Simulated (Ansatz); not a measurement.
TiB$_{2}$, one cell by several methods

```xyz
3
Lattice="3.0292 0.0000 0.0000 -1.5146 2.6234 0.0000 0.0000 0.0000 3.2284" Properties=species:S:1:pos:R:3 pbc="T T T"
Ti    0.0000    0.0000    0.0000
B     0.0000    1.7489    1.6142
B     1.5146    0.8745    1.6142
```

Atom numbers follow the list: Ti1, B2, B3.

The cell is COD entry 2002799, as deposited and not checked against the literature; nothing was relaxed.

All numbers are computed: DFT, PBE, PAW with Ansatz's default frozen-core files, scalar-relativistic (Ansatz 0.2.0); DFT, PBE, all-electron PAW with datasets made for the crystal, scalar-relativistic (Ansatz 0.2.0); DFT, PBE, all-electron LAPW, scalar-relativistic (Ansatz 0.2.0).

For PAW: a Γ-centred 14×14×11 k mesh, Fermi–Dirac smearing of 0.03 eV, cutoff 420 eV, no spin polarisation. The crystal-made all-electron datasets (AE datasets) take a cutoff of 360 eV at this cell. LAPW targets a basis error of 1 meV/atom. The Ansatz runs share mesh, smearing and spin set-up. Plane-wave (PAW) pressures include the program's estimate of the Pulay term.

Stress and pressure are positive in compression.

In a metal, gradients converge slowly with the k mesh: the values move by tens of per cent from one mesh to another, at times in sign, so only the comparison on one mesh counts.

Levels count from the Fermi level.

| quantity | PAW | AE datasets | LAPW |
| --- | --- | --- | --- |
| pressure (GPa) | 0.22 | 0.23 | 0.23 |
| stress xx (GPa) | 0.58 | 0.57 | 0.57 |
| stress zz (GPa) | -0.49 | -0.45 | -0.46 |
| highest filled level at A (eV) | -0.217 | -0.217 | -0.217 |
| lowest empty level at A (eV) | 0.399 | 0.398 | 0.398 |
| highest filled level at Γ (eV) | -2.156 | -2.156 | -2.156 |
| lowest empty level at Γ (eV) | 1.856 | 1.857 | 1.857 |
| highest filled level at L (eV) | -3.187 | -3.188 | -3.188 |
| lowest empty level at L (eV) | 2.446 | 2.446 | 2.446 |
| field gradient Vzz at Ti1 (10²¹ V/m²) | 2.02 | 2.08 | – |

PAW's pressure differs from the LAPW value by about 0.01 GPa or less.
